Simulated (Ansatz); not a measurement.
The system is BaTiO3.

```
Ba Ti O
1.0
     3.99980    0.00000    0.00000
     0.00000    3.99980    0.00000
     0.00000    0.00000    4.01800
Ba Ti O
1 1 3
Cartesian
  0.0000 0.0000 0.0000
  1.9999 1.9999 1.9688
  0.0000 1.9999 2.0773
  1.9999 0.0000 2.0773
  1.9999 1.9999 0.0763
```

- Program: Ansatz 0.2.0
- Task: relaxation of cell and atoms
- Functional: PBE
- Potentials or basis: Ansatz PAW
- Cutoff: 420 eV (not typed: the program's choice for these potentials)
- k mesh: 7 × 7 × 7
- Occupations: fermi-dirac, width 0.05 eV
- Spin: no spin polarisation
- Hubbard terms: Ti d U = 5 eV

At the start: volume 12.86 Å³/atom.

Problem. How do energy, volume and symmetry change on relaxing?

Solution. It ends after 11 steps and the volume is 13.25 Å³/atom (+3.1 %); space group P4mm (No. 99, to 0.05 Å).

Step by step:
| step | energy change (eV) | largest force (eV/Å) | volume (Å³) |
| --- | --- | --- | --- |
| 1 | 0.0000 | 0.1694 | 64.28 |
| 2 | -0.0148 | 0.1411 | 66.08 |
| 3 | -0.0173 | 0.0418 | 65.86 |
| 4 | -0.0175 | 0.0478 | 65.90 |
| 5 | -0.0165 | 0.0936 | 66.25 |
| 6 | -0.0178 | 0.0144 | 66.07 |
| 7 | -0.0177 | 0.0008 | 66.10 |
| 8 | -0.0250 | 0.0008 | 66.10 |
| 9 | -0.0241 | 0.0221 | 66.36 |
| 10 | -0.0245 | 0.0021 | 66.27 |
| 11 | -0.0251 | 0.0021 | 66.27 |

Final structure:
```yaml
crystal:
  lattice:
    - [4.01932, 0.00000, 0.00000]
    - [0.00000, 4.01932, 0.00000]
    - [0.00000, 0.00000, 4.10230]
  atoms:
    - { symbol: Ba, position: [0.00000, 0.00000, 0.99774] }
    - { symbol: Ti, position: [0.50000, 0.50000, 0.48515] }
    - { symbol: O, position: [0.00000, 0.50000, 0.51610] }
    - { symbol: O, position: [0.50000, 0.00000, 0.51610] }
    - { symbol: O, position: [0.50000, 0.50000, 0.02790] }
```

Caveat: the plane-wave basis is chosen anew once the cell has moved, so the energies of steps on either side of that aren't comparable; the pressure holds a Pulay correction of +0.5 GPa for the finite cutoff.
